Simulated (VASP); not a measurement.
Se:

```xyz
1
Lattice="2.9447 0.0000 0.0000 0.0000 2.9447 0.0000 0.0000 0.0000 2.6591" Properties=species:S:1:pos:R:3 pbc="T T T"
Se    1.4723    1.4723    0.0000
```

The cell was built by a generator and needn't be a form met in nature.

The cell isn't the ideal one: random cell by space group and Wyckoff sites (P4/mmm, No. 123).

| Item | Value |
| --- | --- |
| Program | VASP 6.6.1 |
| Task | relaxation of cell and atoms |
| Functional | PBE |
| Potentials or basis | VASP PAW PBE potentials, release 64 (Se) |
| Cutoff | 600 eV |
| k mesh | 18 × 18 × 20 |
| Occupations | gaussian, width 0.1 eV |
| Spin | no spin polarisation |

At the start: pressure 0.1 GPa; volume 23.06 Å³/atom.

Q: Where does the relaxation end?

A: Over 11 steps the energy falls by 34.6 meV/atom and the volume is 22.71 Å³/atom (-1.5 %); space group Pm-3m (No. 221, to 0.05 Å).

The path:
| step | energy change (eV) | largest force (eV/Å) | pressure (GPa) | volume (Å³) |
| --- | --- | --- | --- | --- |
| 1 | 0.0000 | 0.0000 | 0.08 | 23.06 |
| 2 | -0.0282 | 0.0000 | -0.95 | 23.07 |
| 3 | -0.0332 | 0.0000 | -1.08 | 23.06 |
| 4 | -0.0333 | 0.0000 | -1.07 | 23.06 |
| 5 | -0.0340 | 0.0000 | 0.67 | 22.48 |
| 6 | -0.0345 | 0.0000 | -0.03 | 22.71 |
| 7 | -0.0345 | 0.0000 | -0.02 | 22.72 |
| 8 | -0.0342 | 0.0000 | -0.58 | 22.89 |
| 9 | -0.0345 | 0.0000 | -0.08 | 22.72 |
| 10 | -0.0346 | 0.0000 | -0.05 | 22.71 |
| 11 | -0.0346 | 0.0000 | -0.03 | 22.71 |

Final structure:
```cif
data_structure
_symmetry_space_group_name_H-M 'P 1'
_symmetry_Int_Tables_number 1
_cell_length_a 2.8419
_cell_length_b 2.8419
_cell_length_c 2.8113
_cell_angle_alpha 90.000
_cell_angle_beta 90.000
_cell_angle_gamma 90.000
_cell_volume 22.71
loop_
_atom_site_label
_atom_site_type_symbol
_atom_site_fract_x
_atom_site_fract_y
_atom_site_fract_z
_atom_site_occupancy
Se1 Se 0.50000 0.50000 0.00000 1
```
